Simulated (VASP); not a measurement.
# Ba (Im-3m) in VASP: settings compared

One crystal, Ba, is run at these levels: PBE, LDA, r2SCAN+rVV10, revPBE+D3; tasks: single point, relaxation of cell and atoms.

Everything below comes from runs of VASP 6.6.1. Logs are shortened: lines on timing, memory, paths and dates and some standing lists are left out, and cuts for length are marked.

## Step 1: The structure

The structure is cubic, space group Im-3m (No. 229). The conventional cell has a = 5.013 Å, b = 5.013 Å, c = 5.013 Å, α = 90.00°, β = 90.00°, γ = 90.00°. Ba (site symmetry m-3m) has 8 Ba at 4.34 Å as nearest neighbours.

## Step 2: Single point, PBE

run.py reads:

```python
from ase.calculators.vasp import Vasp
from ase.dft.bandgap import bandgap
from ase.io import read

atoms = read('POSCAR')
calc = Vasp(
    directory='calc',
    xc='pbe',
    pp='PBE',
    setups='recommended',
    prec='Accurate',
    encut=520,
    ediff=1e-07,
    ismear=0,
    sigma=0.1,
    lreal=False,
    lasph=True,
    nelm=60,
    algo='Normal',
    isif=2,
    lwave=False,
    lcharg=False,
    kpts=[8, 8, 8],
    gamma=True,
)
atoms.calc = calc

print('energy (eV):', atoms.get_potential_energy())
print('free energy (eV):', atoms.get_potential_energy(force_consistent=True))
print('forces (eV/A):')
print(atoms.get_forces())
print('stress (eV/A^3, Voigt):', atoms.get_stress())
print('Fermi level (eV):', calc.get_fermi_level())
gap, top, bottom = bandgap(calc)
print('band gap (eV):', gap, 'from (spin, k, band)', top, 'to', bottom)
```

POSCAR reads:

```
Ba
1.0
   -2.5065000000      2.5065000000      2.5065000000
    2.5065000000     -2.5065000000      2.5065000000
    2.5065000000      2.5065000000     -2.5065000000
Ba
1
Direct
    0.0000000000      0.0000000000      0.0000000000
```

Potentials or basis: VASP PAW PBE potentials, release 64 (Ba_sv).

The run is started by

```
$ python run.py
```

The program printed:

```text
energy (eV): -1.91263526
free energy (eV): -1.91483441
forces (eV/A):
[[ 0.  0. -0.]]
stress (eV/A^3, Voigt): [-0.00020753 -0.00020753 -0.00020753 -0.          0.         -0.        ]
Fermi level (eV): 1.61994968
band gap (eV): 0.0 from (spin, k, band) (None, None, None) to (None, None, None)
```

OUTCAR:

```text
ENCUT = 520.000000
   EDIFF = 1.00e-07
   GGA = PE
   PREC = Accurate
   ISIF = 2
   ISMEAR = 0
   NELM = 60
   LASPH = .TRUE.
   LREAL = .FALSE.

 ion  position               nearest neighbor table
   1  0.000  0.000  0.000-

  LATTYP: Found a body centered cubic cell.
 ALAT       =     5.0130000000

  Lattice vectors:

 A1 = (  -2.5065000000,   2.5065000000,   2.5065000000)
 A2 = (   2.5065000000,  -2.5065000000,   2.5065000000)
 A3 = (   2.5065000000,   2.5065000000,  -2.5065000000)

Analysis of symmetry for initial positions (statically):
=====================================================================
 Subroutine PRICEL returns:
 Original cell was already a primitive cell.

 Routine SETGRP: Setting up the symmetry group for a
 body centered cubic supercell.

 Subroutine GETGRP returns: Found 48 space group operations
 (whereof 48 operations were pure point group operations)
 out of a pool of 48 trial point group operations.

The static configuration has the point symmetry O_h .

Analysis of symmetry for dynamics (positions and initial velocities):
=====================================================================
 Subroutine PRICEL returns:
 Original cell was already a primitive cell.

 Routine SETGRP: Setting up the symmetry group for a
 body centered cubic supercell.

 Subroutine GETGRP returns: Found 48 space group operations
 (whereof 48 operations were pure point group operations)
 out of a pool of 48 trial point group operations.

The dynamic configuration has the point symmetry O_h .

 Subroutine INISYM returns: Found 48 space group operations
 (whereof 48 operations are pure point group operations),
 and found     1 'primitive' translations

----------------------------------------------------------------------------------------

                                     Primitive cell

  volume of cell :      62.9888

  direct lattice vectors                    reciprocal lattice vectors
    -2.506500000  2.506500000  2.506500000     0.000000000  0.199481348  0.199481348
     2.506500000 -2.506500000  2.506500000     0.199481348  0.000000000  0.199481348
     2.506500000  2.506500000 -2.506500000     0.199481348  0.199481348  0.000000000

  length of vectors
     4.341385349  4.341385349  4.341385349     0.282109228  0.282109228  0.282109228

  position of ions in fractional coordinates (direct lattice)
     0.000000000  0.000000000  0.000000000

  ion indices of the primitive-cell ions
   primitive index   ion index
                 1           1

----------------------------------------------------------------------------------------

 KPOINTS: KPOINTS created by Atomic Simulation Env

Automatic generation of k-mesh.
 Grid dimensions read from file:
 generate k-points for:    8    8    8

 Generating k-lattice:

  Cartesian coordinates                     Fractional coordinates (reciprocal lattice)
     0.000000000  0.024935169  0.024935169     0.125000000  0.000000000  0.000000000
     0.024935169  0.000000000  0.024935169     0.000000000  0.125000000  0.000000000
     0.024935169  0.024935169  0.000000000     0.000000000  0.000000000  0.125000000

  Length of vectors
     0.035263654  0.035263654  0.035263654

  Shift w.r.t. Gamma in fractional coordinates (k-lattice)
     0.000000000  0.000000000  0.000000000

 Subroutine IBZKPT returns following result:
 ===========================================

 Found     29 irreducible k-points:

 Following reciprocal coordinates:
            Coordinates               Weight
  0.000000  0.000000  0.000000      1.000000
  0.125000  0.000000  0.000000     12.000000
  0.250000  0.000000  0.000000     12.000000
  0.375000  0.000000  0.000000     12.000000
  0.500000  0.000000  0.000000      6.000000
  0.125000  0.125000  0.000000     24.000000
[... 21 lines left out ...]
  0.500000  0.500000  0.375000     12.000000
  0.500000  0.500000  0.500000      1.000000
   k-points           NKPTS =     29   k-points in BZ     NKDIM =     29   number of bands    NBANDS=      9
   number of dos      NEDOS =    301   number of ions     NIONS =      1
   total plane-waves  NPLWV =  32768
   dimension x,y,z NGX =    32 NGY =   32 NGZ =   32
   dimension x,y,z NGXF=    64 NGYF=   64 NGZF=   64
   ions per type =               1
   NGX,Y,Z   is equivalent  to a cutoff of  12.25, 12.25, 12.25 a.u.
   NGXF,Y,Z  is equivalent  to a cutoff of  24.51, 24.51, 24.51 a.u.
 SYSTEM =  unknown system
   PREC   = accura    normal or accurate (medium, high low for compatibility)
   ISTART =      0    job   : 0-new  1-cont  2-samecut
   ICHARG =      2    charge: 1-file 2-atom 10-const
   ISPIN  =      1    spin polarized calculation?
   LNONCOLLINEAR =      F non collinear calculations
   LSORBIT =      F    spin-orbit coupling
   LASPH  =      T    aspherical Exc in radial PAW
   ENCUT  =  520.0 eV  38.22 Ry    6.18 a.u.   8.07  8.07  8.07*2*pi/ulx,y,z
   NELM   =     60;   NELMIN=  2; NELMDL= -5     # of ELM steps
   EDIFF  = 0.1E-06   stopping-criterion for ELM
   LREAL  =      F    real-space projection
   EDIFFG = 0.1E-05   stopping-criterion for IOM
   NSW    =      0    number of steps for IOM
   IBRION =     -1    ionic relax: 0-MD 1-quasi-New 2-CG
   NFREE  =      0    steps in history (QN), initial steepest desc. (CG)
   ISIF   =      2    stress and relaxation
   ISYM   =      2    0-nonsym 1-usesym 2-fastsym
   POTIM  = 0.5000    time-step for ionic-motion
   TEBEG  =    0.0;   TEEND  =   0.0 temperature during run
   PSTRESS=    0.0 pullay stress
   NELECT =      10.0000    total number of electrons
   NUPDOWN=      -1.0000    fix difference up-down
   EMIN   =  10.00;   EMAX   =-10.00  energy-range for DOS
   EFERMI =   0.00;   METHOD = LEGACY
   ISMEAR =     0;   SIGMA  =   0.10  broadening in eV -4-tet -1-fermi 0-gaus
   EFERMI_NEDOS =   21; number of points for ismear=-14 and -15
   IALGO  =     38    algorithm
   IMIX   =      4    mixing-type and parameters
     AMIX     =   0.40;   BMIX     =  1.00
     AMIX_MAG =   1.60;   BMIX_MAG =  1.00
  volume/ion in A,a.u.               =      62.99       425.07
  Fermi-wavevector in a.u.,A,eV,Ry     =   0.886449  1.675146 10.691349  0.785792
  Thomas-Fermi vector in A             =   2.007617
   LORBIT       =      0    0 simple, 1 ext, 2 COOP (PROOUT), +10 PAW based schemes
   GGA     = PE    functional components
   LHFCALC =     F    Hartree Fock is set to
   AEXX    =    0.0000 exact exchange contribution
   IVDW    =     0    specifies the selected vdW correction
   LEPSILON=     F    determine dielectric tensor
   LRPA    =     F    only Hartree local field effects (RPA)
 non-spin polarized calculation
 Gauss-broadening in eV      SIGMA  =   0.10
  energy-cutoff  :      520.00
  volume of cell :       62.99
 maximum number of plane-waves:      1724
   NGX = 17   NGY = 17   NGZ = 17

 number of electron      10.0000000 magnetization

 number of electron       9.9999999 magnetization

 Free energy of the ion-electron system (eV)
  ---------------------------------------------------
  ext. energy  EPLUGINS =         0.00000000
  ---------------------------------------------------
  free energy    TOTEN  =        -1.91483441 eV

  energy without entropy =       -1.91043611  energy(sigma->0) =       -1.91263526

 E-fermi :   1.6199     XC(G=0):  -7.4091

 val. band max:        1.5655268278   @ k =  -0.3750   0.5000   0.2500
 cond. band min:       1.7673681659   @ k =   0.2500   0.2500   0.1250
 fundamental gap:      0.2018413381
 Fermi energy:         1.6199496783

 k-point     1 :       0.0000    0.0000    0.0000
  band No.  band energies     occupation
      1     -27.2375      2.00000
      2     -12.1869      2.00000
      3     -12.1869      2.00000
      4     -12.1869      2.00000
      5      -1.1032      2.00000
      6       3.4784      0.00000
      7       3.4784      0.00000
      8       3.4784      0.00000
      9       4.8784      0.00000
[... 325 lines left out ...]
 k-point    29 :       0.5000    0.5000    0.5000
  band No.  band energies     occupation
      1     -27.1620      2.00000
      2     -12.5060      2.00000
      3     -12.5060      2.00000
      4     -12.5060      2.00000
      5       1.1020      2.00000
      6       1.1020      2.00000
      7       6.0080      0.00000
      8       6.0080      0.00000
      9       6.0081      0.00000

------------------------ aborting loop because EDIFF is reached ----------------------------------------

  FORCE on cell =-STRESS in cart. coord.  units (eV):
  Direction    XX          YY          ZZ          XY          YZ          ZX
  --------------------------------------------------------------------------------------
  -------------------------------------------------------------------------------------
  Total        0.0130723      0.0130723      0.0130723     -0.0000000      0.0000000     -0.0000000
  in kB        0.3325069      0.3325069      0.3325069     -0.0000000      0.0000000     -0.0000000
  external PRESSURE =       0.3325069 kB  Pullay stress =       0.0000000 kB

 VOLUME and BASIS-vectors are now :
 -----------------------------------------------------------------------------
  energy-cutoff  :      520.00
  volume of cell :       62.99
      direct lattice vectors                 reciprocal lattice vectors
    -2.506500000  2.506500000  2.506500000     0.000000000  0.199481348  0.199481348
     2.506500000 -2.506500000  2.506500000     0.199481348  0.000000000  0.199481348
     2.506500000  2.506500000 -2.506500000     0.199481348  0.199481348  0.000000000

 POSITION                                       TOTAL-FORCE (eV/Angst)
 -----------------------------------------------------------------------------------
      0.00000      0.00000      0.00000         0.000000      0.000000     -0.000000
 -----------------------------------------------------------------------------------
    total drift:                                0.000000      0.000000     -0.000000

  FREE ENERGIE OF THE ION-ELECTRON SYSTEM (eV)
  ---------------------------------------------------
  free  energy   TOTEN  =        -1.9148344051 eV

  energy  without entropy=       -1.9104361138  energy(sigma->0) =       -1.91263526
```

INCAR:

```text
ENCUT = 520.000000
SIGMA = 0.100000
EDIFF = 1.00e-07
ALGO = Normal
GGA = PE
PREC = Accurate
ISIF = 2
ISMEAR = 0
NELM = 60
LASPH = .TRUE.
LCHARG = .FALSE.
LWAVE = .FALSE.
LREAL = .FALSE.
```

It took 10 s on 1 thread of AMD EPYC 9R45 (Zen 5), shared host; peak memory 0.14 GiB.

Results:

```yaml
Free_energy: -1.9148 eV
Pressure: 0.0 GPa
Band_gap_on_the_k_mesh: none (metal or under the smearing width)
```

Levels at points of the mesh, in eV from the Fermi level:
```tsv
k point	band 3	band 4	band 5	band 6	band 7	band 8
(0.00, 0.00, 0.00)	-13.81	-13.81	-2.72	1.86	1.86	1.86
(0.50, 0.00, 0.00)	-13.95	-13.81	-0.86	0.72	1.28	3.23
(0.50, 0.50, 0.50)	-14.13	-14.13	-0.52	-0.52	4.39	4.39
```

Spin-orbit coupling is left out, which matters for the levels of Ba.

## Step 3: Relaxation of cell and atoms, LDA

run.py reads:

```python
from ase import Atoms
from ase.calculators.vasp import Vasp
from ase.filters import FrechetCellFilter
from ase.optimize import BFGS

atoms = Atoms(
    ['Ba'],
    cell=[[-2.5065, 2.5065, 2.5065], [2.5065, -2.5065, 2.5065], [2.5065, 2.5065, -2.5065]],
    scaled_positions=[[0.0, 0.0, 0.0]],
    pbc=True,
)
calc = Vasp(
    directory='calc',
    xc='lda',
    pp='LDA',
    setups='recommended',
    prec='Accurate',
    encut=600,
    ediff=1e-06,
    ismear=1,
    sigma=0.1,
    lreal=False,
    lasph=True,
    nelm=80,
    algo='Normal',
    isif=2,
    lwave=False,
    lcharg=False,
    kpts=[8, 8, 8],
    gamma=True,
)
atoms.calc = calc
opt = BFGS(FrechetCellFilter(atoms), trajectory='relax.traj')
converged = opt.run(fmax=0.005, steps=40)
print('converged:', converged)

print('energy (eV):', atoms.get_potential_energy())
print('free energy (eV):', atoms.get_potential_energy(force_consistent=True))
print('forces (eV/A):')
print(atoms.get_forces())
print('stress (eV/A^3, Voigt):', atoms.get_stress())
print('Fermi level (eV):', calc.get_fermi_level())
print('cell (A, degrees):', atoms.cell.cellpar())
print('volume (A^3):', atoms.get_volume())
print('scaled positions:')
print(atoms.get_scaled_positions())
```

Potentials or basis: VASP PAW LDA potentials, release 64 (Ba_sv).

The run is started by

```
$ python run.py
```

Run time: 38 s. Hardware: 1 thread of AMD EPYC 9R45 (Zen 5), shared host; peak memory 0.14 GiB.

It converged, with:

```yaml
Free_energy: -2.2560 eV
Relaxed_volume: 54.26 Å³/atom
Relaxed_cell: a = 4.131 Å, b = 4.131 Å, c = 4.131 Å, α = 109.47°, β = 109.47°, γ = 109.47°
Space_group_after_relaxing_to_0.05_Å: Im-3m (No. 229)
Energy_gained_by_relaxing: 39.6 meV/atom
Ionic_steps: 4
Pressure_after_relaxing: 0.0 GPa
Band_gap_on_the_k_mesh: none (metal or under the smearing width)
```

The path:
| step | energy change (eV) | largest force (eV/Å) | pressure (GPa) | volume (Å³) |
| --- | --- | --- | --- | --- |
| 1 | 0.0000 | 0.0000 | -1.32 | 62.99 |
| 2 | -0.0106 | 0.0000 | -1.16 | 61.61 |
| 3 | -0.0395 | 0.0000 | 0.09 | 53.79 |
| 4 | -0.0396 | 0.0000 | 0.00 | 54.26 |

Final structure:
```cif
data_structure
_symmetry_space_group_name_H-M 'P 1'
_symmetry_Int_Tables_number 1
_cell_length_a 4.1307
_cell_length_b 4.1307
_cell_length_c 4.1307
_cell_angle_alpha 109.471
_cell_angle_beta 109.471
_cell_angle_gamma 109.471
_cell_volume 54.26
loop_
_atom_site_label
_atom_site_type_symbol
_atom_site_fract_x
_atom_site_fract_y
_atom_site_fract_z
_atom_site_occupancy
Ba1 Ba 0.00000 0.00000 0.00000 1
```

Levels at points of the mesh, in eV from the Fermi level:
| k point | band 2 | band 3 | band 4 | band 5 | band 6 | band 7 | band 8 | band 9 |
| --- | --- | --- | --- | --- | --- | --- | --- | --- |
| (0.00, 0.00, 0.00) | -13.33 | -13.33 | -13.33 | -2.70 | 2.02 | 2.02 | 2.02 | 3.70 |
| (0.50, 0.00, 0.00) | -14.08 | -13.57 | -13.34 | -0.91 | 0.71 | 1.95 | 3.70 | 4.37 |
| (0.50, 0.50, 0.50) | -13.84 | -13.84 | -13.84 | -0.66 | -0.66 | 5.26 | 5.26 | 5.26 |

Caveat: the volume moved by -14 % from the deposited cell, more than functionals usually miss. LDA usually gives volumes a few per cent too small.

## Step 4: Single point, r2SCAN+rVV10

run.py reads:

```python
from ase.calculators.vasp import Vasp
from ase.dft.bandgap import bandgap
from ase.io import read

atoms = read('Ba.cif')
calc = Vasp(
    directory='calc',
    xc='r2scan+rvv10',
    pp='PBE',
    setups='recommended',
    prec='Accurate',
    encut=520,
    ediff=1e-07,
    ismear=-5,
    sigma=0.3,
    lreal=False,
    lasph=True,
    nelm=80,
    algo='Normal',
    isif=2,
    lwave=False,
    lcharg=False,
    lmixtau=True,
    kpts=[8, 8, 8],
    gamma=True,
)
atoms.calc = calc

print('energy (eV):', atoms.get_potential_energy())
print('free energy (eV):', atoms.get_potential_energy(force_consistent=True))
print('forces (eV/A):')
print(atoms.get_forces())
print('stress (eV/A^3, Voigt):', atoms.get_stress())
print('Fermi level (eV):', calc.get_fermi_level())
gap, top, bottom = bandgap(calc)
print('band gap (eV):', gap, 'from (spin, k, band)', top, 'to', bottom)
```

Ba.cif reads:

```cif
data_Ba
_cell_length_a 4.34138535
_cell_length_b 4.34138535
_cell_length_c 4.34138535
_cell_angle_alpha 109.47122063
_cell_angle_beta 109.47122063
_cell_angle_gamma 109.47122063
_space_group_name_H-M_alt 'P1'
_space_group_name_Hall 'P 1'
_space_group_IT_number 1
loop_
_space_group_symop_operation_xyz
'x,y,z'
loop_
_atom_site_label
_atom_site_type_symbol
_atom_site_symmetry_multiplicity
_atom_site_Wyckoff_symbol
_atom_site_fract_x
_atom_site_fract_y
_atom_site_fract_z
_atom_site_occupancy
Ba1 Ba 1 a 0.0000000000 0.0000000000 0.0000000000 1
```

Potentials or basis: VASP PAW PBE potentials, release 64 (Ba_sv).

The run is started by

```
$ python run.py
```

Wall time 2.1 min (1 thread of AMD EPYC 9R45 (Zen 5), shared host); peak memory 0.29 GiB.

The run converged. Its results:

* Free energy: -26.1945 eV
* Pressure: 0.2 GPa
* Band gap on the k mesh: none (metal or under the smearing width)

Levels at points of the mesh, in eV from the Fermi level:
```
           k point  band 3  band 4  band 5  band 6  band 7  band 8
(0.00, 0.00, 0.00)  -14.36  -14.36   -2.85    2.19    2.19    2.19
(0.50, 0.00, 0.00)  -14.51  -14.36   -0.83    0.93    1.25    3.61
(0.50, 0.50, 0.50)  -14.68  -14.68   -0.57   -0.57    4.74    4.74
```

Caveat: the PAW data sets were made with another functional, which shifts forces and pressure a little; pairwise dispersion overbinds metals, which lowers pressure and volume. The run has no spin-orbit coupling, so splittings on Ba are missing.

## Step 5: Single point, revPBE+D3 (volume scaled by 0.92)

Edit run.py of step 4 so:

```diff
@@ -1,9 +1,14 @@
+from ase import Atoms
 from ase.calculators.vasp import Vasp
 from ase.dft.bandgap import bandgap
-from ase.io import read
 
-atoms = read('Ba.cif')
+atoms = Atoms(
+    ['Ba'],
+    cell=[[-2.4377938929, 2.4377938929, 2.4377938929], [2.4377938929, -2.4377938929, 2.4377938929], [2.4377938929, 2.4377938929, -2.4377938929]],
+    scaled_positions=[[0.0, 0.0, 0.0]],
+    pbc=True,
+)
 calc = Vasp(
     directory='calc',
-    xc='r2scan+rvv10',
+    xc='revpbe',
     pp='PBE',
@@ -11,9 +16,9 @@
     prec='Accurate',
-    encut=520,
-    ediff=1e-07,
-    ismear=-5,
-    sigma=0.3,
+    encut=400,
+    ediff=1e-05,
+    ismear=1,
+    sigma=0.1,
     lreal=False,
     lasph=True,
-    nelm=80,
+    nelm=60,
     algo='Normal',
@@ -22,3 +27,3 @@
     lcharg=False,
-    lmixtau=True,
+    ivdw=11,
     kpts=[8, 8, 8],
```

The run is started by

```
$ python run.py
```

Wall time 7.9 s (1 thread of AMD EPYC 9R45 (Zen 5), shared host); peak memory 0.13 GiB.

The run converged, but some of its settings lie outside the range that counts as converged (typed here: EDIFF = 1e-05; ENCUT = 400), so its numbers aren't taken as properties of the crystal.

What came out:

* Free energy: -1.8832 eV
* Pressure: 0.9 GPa
* Band gap on the k mesh: none (metal or under the smearing width)
* Dispersion energy per atom: -0.202 eV

Caveat: the PAW data sets were made with another functional, which shifts forces and pressure a little; pairwise dispersion overbinds metals, which lowers pressure and volume.

## Step 6: Summary

| task | level | potentials or basis | cell | cutoff (eV) | smearing | further INCAR settings | optimiser | other keys | gap on the mesh (eV) | pressure (GPa) |
| --- | --- | --- | --- | --- | --- | --- | --- | --- | --- | --- |
| single point | PBE | VASP PAW PBE potentials, release 64 (Ba_sv) | as given | 520 | gaussian 0.1 eV | ALGO = Normal; EDIFF = 1.00e-07 | - | - | none | 0.0 |
| relaxation of cell and atoms | LDA | VASP PAW LDA potentials, release 64 (Ba_sv) | relaxed | 600 | methfessel-paxton 0.1 eV | ALGO = Normal; EDIFF = 1.00e-06 | BFGS | - | none | 0.0 |
| single point | r2SCAN+rVV10 | VASP PAW PBE potentials, release 64 (Ba_sv) | as given | 520 | tetrahedron | ALGO = Normal; EDIFF = 1.00e-07 | - | ISMEAR = -5; SIGMA = 0.3 | none | 0.2 |

Alike in all rows: no spin polarisation; k mesh 8 × 8 × 8.

Caveats: the volume moved by -14 % from the deposited cell, more than functionals usually miss (some runs); the PAW data sets were made with another functional, which shifts forces and pressure a little (some runs); pairwise dispersion overbinds metals, which lowers pressure and volume (some runs).

Absolute energies hang on the potentials; compare differences alone.
